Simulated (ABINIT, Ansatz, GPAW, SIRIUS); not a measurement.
## CuI: equilibrium volume by level of theory

It takes space group F-43m (No. 216, cubic). Conventional cell: a = 6.063 Å, b = 6.063 Å, c = 6.063 Å, α = 90.00°, β = 90.00°, γ = 90.00°. I (site symmetry -43m) is surrounded by 4 Cu at 2.63 Å. Cu (site symmetry -43m) has 4 I at 2.63 Å as nearest neighbours.

```tsv
rung	level	program and potentials	cutoff (eV)	k mesh	smearing	task	core time	chip	equilibrium volume (Å³/atom)	notes
GGA	PBEsol	Ansatz, all-electron LAPW, scalar-relativistic	-	8 × 8 × 8	fermi-dirac 0.05	relaxation of cell and atoms	36 s	Arm Neoverse V1	26.20	-
GGA + dispersion	PBEsol+D4	Ansatz, all-electron LAPW, scalar-relativistic	-	8 × 8 × 8	fermi-dirac 0.05	relaxation of cell and atoms	47 s	Arm Neoverse V1	25.56	-
GGA + dispersion	RPBE+D4	Ansatz, all-electron LAPW, scalar-relativistic	-	8 × 8 × 8	fermi-dirac 0.05	relaxation of cell and atoms	53 s	Arm Neoverse V1	26.35	-
GGA	PBEsol	GPAW, PAW data sets generated for this functional	600	8 × 8 × 8	fermi-dirac 0.05	equation of state	2.1 min	Arm Neoverse V1	26.68	-
GGA	PBE	GPAW, GPAW PAW data sets (gpaw-data 1.2.1)	600	8 × 8 × 8	fermi-dirac 0.05	equation of state	2.5 min	Intel Xeon Platinum 8259CL Skylake/Cascade Lake	28.52	far from this level's other runs, on another mesh
GGA	PBE	ABINIT, Ansatz NC PBE	1252	6 × 6 × 6	fermi-dirac 0.05	relaxation of cell and atoms	6.9 min	Intel Xeon Platinum 8488C Sapphire Rapids	28.09	-
GGA	PBEsol	SIRIUS, PseudoDojo 0.4.1 PBEsol standard (scalar relativistic)	1254	8 × 8 × 8	fermi-dirac 0.05	equation of state	17 min	Arm Neoverse N1	26.33	-
```

Times are single runs on shared hosts and different chips, so they are rough; meshes, cutoffs and the tasks' sizes weigh on the time. All rows: no spin polarisation. Smearing widths are in eV. Meshes differ between rows, which moves values too. Meshes are those of the run's cell of 2 atoms unless a note names another. Relaxations start from the cell shown or near it and stop with a little pressure left. The cell shown, of 27.86 Å³ an atom, is the runs' start and not the measured value. Misses use the values as printed. Runs on faulty files, with rough fits or with known faults for this quantity aren't shown. No row holds spin-orbit coupling.

Measured: 27.71 Å³/atom at 300 K (a printed reference work).

Q: Which of the timed runs is the cheapest that comes within 1.5 % of the measured equilibrium volume?

A: PBE (ABINIT, Ansatz NC PBE): 28.09 Å³/atom in 6.9 min. One crystal doesn't make the level reliable, since errors can cancel. The runs are for a static lattice, while measurements hold temperature and zero-point motion.
